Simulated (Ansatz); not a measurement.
# Bi4Se3: the relaxed cell by functional

The starting cell is an entry of the Crystallography Open Database (1968):

```yaml
crystal:
  lattice:
    - [2.13500, 1.23264, 13.33333]
    - [-2.13500, 1.23264, 13.33333]
    - [0.00000, -2.46529, 13.33333]
  atoms:
    - { symbol: Bi, position: [0.14450, 0.14450, 0.14450] }
    - { symbol: Bi, position: [0.85550, 0.85550, 0.85550] }
    - { symbol: Bi, position: [0.28700, 0.28700, 0.28700] }
    - { symbol: Bi, position: [0.71300, 0.71300, 0.71300] }
    - { symbol: Se, position: [0.41700, 0.41700, 0.41700] }
    - { symbol: Se, position: [0.58300, 0.58300, 0.58300] }
    - { symbol: Se, position: [0.00000, 0.00000, 0.00000] }
```

Atoms and cell were relaxed at zero pressure with plane-wave PAW DFT (Ansatz 0.2.0; one set of PAW datasets, made under PBE, for all functionals; 420 eV, r2SCAN 500 eV; 7×7×7 Γ-centred mesh, fermi-dirac occupations of width 0.100 eV; no spin polarisation, no spin-orbit coupling, no dispersion correction), keeping the symmetry (R-3m, No. 166).

Problem. Which functional gives the smallest cell, and how wide is the spread?

Solution. The relaxed conventional cells:

```tsv
functional	a (Å)	c (Å)	volume (Å³/atom)	formation energy (eV/atom)
LDA	4.236	38.924	28.80	-0.265
PBEsol	4.262	39.533	29.62	-0.272
PBE	4.318	41.391	31.82	-0.274
r2SCAN	4.283	41.856	31.67	-0.301
the entry	4.270	40.000	30.08	–
```

LDA gives the smallest volume and PBE the largest, 10.5 % more, the usual order, since LDA overbinds and PBE's gradient terms loosen the lattice. Against the entry's volume: LDA -4.3 %, PBEsol -1.5 %, PBE +5.8 %, r2SCAN +5.3 %; PBEsol comes nearest. The axis c stretches most from LDA to PBE (6.3 %), the mark of a weakly bound direction, where the missing dispersion matters. The formation energies span 0.04 eV an atom, lowest under r2SCAN.

Caveats: each relaxation keeps the start's symmetry, so a distorted cell may lie lower; computed cells are at 0 K with fixed nuclei, while the entry holds thermal expansion, often some tenths of a per cent in volume and more in soft crystals; no spin-orbit coupling, which moves formation energies of heavy elements; without dispersion the spacing of weakly bound layers is ill defined; formation energies are at zero smearing against the elements' usual phases under the same functional, gases as free molecules, uncorrected.
